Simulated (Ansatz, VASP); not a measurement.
**Ta in VASP and in Ansatz**

Contents of INCAR:

```
  ALGO = Normal
  EDIFF = 1E-6
  ENCUT = 520
  GGA = PE
  ISIF = 2
  ISMEAR = -1
  LASPH = True
  LCHARG = True
  LELF = True
  LREAL = False
  LVHAR = True
  LWAVE = False
  NBANDS = 18
  NELM = 100
  PREC = Accurate
  SIGMA = 0.15
```

The input KPOINTS:

```
k-points
0
Gamma
  13 13 7
```

File POSCAR:

```
Ta
1.0
    2.9039239680      0.0000000000      0.0000000000
   -1.4519619840      2.5148719270      0.0000000000
    0.0000000000      0.0000000000      5.1308977023
Ta
2
Direct
    0.3333333333      0.6666666667      0.2500000000
    0.6666666667      0.3333333333      0.7500000000
```

Input for Ansatz:

```yaml
crystal:
  lattice:
    - [2.903923968, 0.0, 0.0]
    - [-1.451961984, 2.514871927, 0.0]
    - [0.0, 0.0, 5.1308977023]
  atoms:
    - { symbol: Ta, position: [0.3333333333, 0.6666666667, 0.25] }
    - { symbol: Ta, position: [0.6666666667, 0.3333333333, 0.75] }
kpoints:
  mp_grid: { grid: [13, 13, 7] }
scf:
  occupations: { method: fermi_dirac, width: 0.15 }
hamiltonian:
  xc: pbe
  pseudopotentials: { kind: all_electron, lapw: { basis_error: 0.001 } }
output:
  forces: true
  stress: true
  eigenvalues: true
```

Alike in both runs: task single point; functional PBE; k mesh 13 × 13 × 7; occupations fermi-dirac, width 0.15 eV; no spin polarisation.

|  | VASP | Ansatz |
| --- | --- | --- |
| version | VASP 6.6.1 | Ansatz 0.2.0 |
| potentials or method | VASP PAW PBE potentials, release 64 (Ta_pv) | all-electron LAPW, scalar-relativistic |
| plane-wave cutoff (eV) | 520 | see its input |

VASP gave:

```
pressure (GPa)                                  : 0.6
largest component of the traceless stress (GPa) : 0.20
```

Estimate Ansatz's values.

pressure (GPa): 0.5; largest component of the traceless stress (GPa): 0.22.

Ansatz ran all-electron here, so the differences hold the error of VASP's frozen core and of both bases.

Spin-orbit coupling is left out, which matters for the levels of Ta.
